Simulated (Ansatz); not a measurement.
CuCl in the zincblende structure, relaxed with r2SCAN: 4 runs in Ansatz 0.2.0, each a calculation of independent-particle optics. Space group F-43m (No. 216), cubic; conventional cell a = 5.358 Å, 19.22 Å³ an atom. Cu is surrounded by 4 Cl at 2.32 Å; Cl is surrounded by 4 Cu at 2.32 Å. The values are computed, spin-unpolarised, and not measurements.

```
CELL_PARAMETERS angstrom
0.00000 2.67876 2.67876
2.67876 0.00000 2.67876
2.67876 2.67876 0.00000
ATOMIC_POSITIONS crystal
Cu 0.00000 0.00000 0.00000
Cl 0.25000 0.25000 0.25000
```

On meshes this coarse, single peaks can be features of the mesh. No local fields, no excitons; the zone sum runs over the cells of the mesh, and ε∞ includes the bands left out of the spectrum. Up to four peaks are listed, those above 15 % of the tallest and inside the complete range; the four can differ from row to row. Rows marked drawn have settings drawn at random (some not listed).

```json
{"functional": "PBE", "k mesh": "6×6×6", "broadening (eV)": "0.1", "scissors (eV)": "0.00", "range (eV)": "0–12", "settings": "chosen", "direct gap on the mesh before scissors (eV)": "0.59", "ε∞ xx": "5.55", "ε∞ yy": "5.55", "ε∞ zz": "5.55", "complete up to (eV)": "12.0", "tallest peaks of mean ε₂ (eV)": "6.15 7.65 8.05 8.70"}
{"functional": "r2SCAN", "k mesh": "6×6×6", "broadening (eV)": "0.1", "scissors (eV)": "0.00", "range (eV)": "0–12", "settings": "chosen", "direct gap on the mesh before scissors (eV)": "0.97", "ε∞ xx": "4.72", "ε∞ yy": "4.72", "ε∞ zz": "4.72", "complete up to (eV)": "12.0", "tallest peaks of mean ε₂ (eV)": "6.50 6.70 8.05 9.15"}
{"functional": "PBE", "k mesh": "6×6×6", "broadening (eV)": "0.1", "scissors (eV)": "1.82 (to HSE06)", "range (eV)": "0–12", "settings": "chosen", "direct gap on the mesh before scissors (eV)": "0.59", "ε∞ xx": "4.30", "ε∞ yy": "4.30", "ε∞ zz": "4.30", "complete up to (eV)": "12.0", "tallest peaks of mean ε₂ (eV)": "7.95 9.50 9.85 10.50"}
{"functional": "PBE", "k mesh": "4×4×4", "broadening (eV)": "0.15", "scissors (eV)": "0.30", "range (eV)": "0–6", "settings": "drawn", "direct gap on the mesh before scissors (eV)": "0.59", "ε∞ xx": "5.28", "ε∞ yy": "5.28", "ε∞ zz": "5.28", "complete up to (eV)": "6.0", "tallest peaks of mean ε₂ (eV)": "1.40 5.30"}
```
